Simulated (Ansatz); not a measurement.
# Mo3W2: the cost of one run

Computed with Ansatz 0.2.0 (DFT PBE, scalar-relativistic, plane waves, PAW, unless a step's input says otherwise).

## 1. The structure to begin with

The structure is trigonal, space group R-3m (No. 166). The conventional cell has a = 2.927 Å, b = 2.927 Å, c = 35.844 Å, α = 90.00°, β = 90.00°, γ = 120.00°. Around Mo (site symmetry 3m) lie 9 Mo at 2.93 Å and 3 W at 2.93 Å. Mo (site symmetry -3m) has 12 Mo at 2.93 Å as nearest neighbours. W (site symmetry 3m) has 9 W at 2.93 Å and 3 Mo at 2.93 Å as nearest neighbours.

As a file:

```
Mo W
1.0
     1.46332    0.84485   11.94799
    -1.46332    0.84485   11.94799
     0.00000   -1.68970   11.94799
Mo W
3 2
Direct
  0.40000 0.40000 0.40000
  0.00000 0.00000 0.00000
  0.60000 0.60000 0.60000
  0.20000 0.20000 0.20000
  0.80000 0.80000 0.80000
```

The start is an ordering of an alloy on its end members' structure types: elements ordered on the sites of the Ir type, Mo/W on Ir (R-3m, No. 166).

## 2. Probe: one point on a coarse mesh

File input.yaml:

```yaml
crystal:
  lattice:
    - [1.46332382, 0.8448504, 11.947989]
    - [-1.46332382, 0.8448504, 11.947989]
    - [0.0, -1.68970081, 11.947989]
  atoms:
    - { symbol: Mo, position: [0.4, 0.4, 0.4] }
    - { symbol: Mo, position: [0.0, 0.0, 0.0] }
    - { symbol: Mo, position: [0.6, 0.6, 0.6] }
    - { symbol: W, position: [0.2, 0.2, 0.2] }
    - { symbol: W, position: [0.8, 0.8, 0.8] }
basis:
  ecutwfc: 420
kpoints:
  mp_grid: { grid: [6, 6, 6] }
hamiltonian:
  xc: pbe
scf:
  occupations: { method: gaussian, width: 0.1 }
  lower_state_search: "off"
output:
  forces: true
  stress: true
  eigenvalues: true
```

Command:

```sh
ansatz run input.yaml --threads 1 --pin off --max-ram 2560MiB --backend cpu --events-out ev --progress --plain --runs-dir out
```

Q: Estimate wall time and peak memory on 1 thread of Intel Xeon 6975P-C (Granite Rapids), shared host.

About 3 s, with a peak of 0.42 GiB.
